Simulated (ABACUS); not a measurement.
## CdSe: equation of state with LDA

Crystal: CdSe.

```
CELL_PARAMETERS angstrom
0.00000 2.87396 2.87396
2.87396 0.00000 2.87396
2.87396 2.87396 0.00000
ATOMIC_POSITIONS crystal
Cd 0.00000 0.00000 0.00000
Se 0.50000 0.50000 0.50000
```

Measurements of this composition are mostly on another form, of space group No. 186.

```yaml
Program: ABACUS 3.10.1
Task: equation of state
Functional: LDA
Potentials_or_basis: SG15 ONCV 1.2 PBE
Cutoff: 1401 eV
Density_cutoff: 5606 eV
Basis: plane waves
k_mesh: 6 × 6 × 6
Occupations: fermi-dirac, width 0.05 eV
Spin: no spin polarisation
Radial_cutoff_of_the_potentials_pseudo_rcut: 7 bohr
SCF_threshold_on_the_density: 1e-08
Max_SCF_steps: 100
Eigensolver: dav
Mixing: broyden
Mixing_share: 0.7
Symmetry_key: 1
Bands: 17
```

```json
{
  "Equilibrium volume": "21.66 Å³/atom (rough: see the caveat)",
  "Bulk modulus": "78 GPa (rough)"
}
```

Energy against volume, from the lowest point:
```csv
volume (Å³/atom),energy (meV/atom)
22.314,0.00
23.263,20.72
24.213,54.71
25.162,98.97
```

All runs of the series together: 56 s on 4 threads of Intel(R) Xeon(R) Platinum 8488C (Sapphire Rapids), on a shared host.

Caveat: the minimum lies outside the volumes run; the potentials were made for another functional, which shifts forces and pressure.
